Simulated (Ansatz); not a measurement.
Take a crystal in which Ca has been replaced by Ba on all its sites, with the cell rescaled by a rough guess (in some cases also distorted within its space group) and nothing relaxed:

```yaml
crystal:
  lattice:
    - [4.66111, 0.00000, 0.00000]
    - [-2.33055, 4.03664, 0.00000]
    - [0.00000, 0.00000, 15.15727]
  atoms:
    - { symbol: Ba, position: [0.00000, 0.00000, 0.00000] }
    - { symbol: Ba, position: [0.33333, 0.66667, 0.25000] }
    - { symbol: Ba, position: [0.00000, 0.00000, 0.50000] }
    - { symbol: Ba, position: [0.66667, 0.33333, 0.75000] }
```

These are results of DFT PBE, scalar-relativistic, plane waves, PAW in Ansatz, not measurements.

Settings: cutoff 420 eV, Γ-centred mesh 12×12×4 on the computed 4-atom cell, Gaussian smearing of 0.10 eV; no spin polarisation.

(1) Will this cell want to expand or contract, and how hard?

(2) Is it a metal on this mesh?

Spin-orbit coupling is left out, which matters for the bands of heavy elements.

Answers

(1) The pressure is -0.8 GPa (positive in compression), so the cell would contract.

(2) Yes, a band crosses the Fermi level.

This form isn't the element's structure at ambient conditions.